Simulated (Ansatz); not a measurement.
## Ge: computed properties

Computed with Ansatz, DFT PBEsol, scalar-relativistic, plane waves, PAW.

Cutoff 420 eV; k points 16×16×16 on the computed 2-atom cell (Γ-centred); Gaussian smearing, width 0.10 eV; no spin polarisation.

The structure is relaxed at this level of theory with its symmetry kept. This form isn't the element's structure at ambient conditions.

The structure is tetragonal, space group I4_1/amd (No. 141). Conventional cell: a = 5.126 Å, b = 5.126 Å, c = 2.793 Å, α = 90.00°, β = 90.00°, γ = 90.00°. Ge (site symmetry -4m2) has 6 Ge at 2.66 to 2.79 Å as nearest neighbours.

| Property | Result |
| --- | --- |
| Volume per atom | 18.35 Å³ |
| Formation energy from the elements' standard states (uncorrected) | +0.161 eV/atom |
| Kohn–Sham band gap | none (metal) |
| Density of states at the Fermi level | 0.77 states/eV per cell |
| Löwdin character within 0.5 eV of the Fermi level | Ge 4p 81 %, Ge 4s 17 % |
| Bulk modulus | 80 GPa |
| Its pressure derivative | 4.5 |
| Bader charges (e) | Ge (2 in the cell) 0.00 |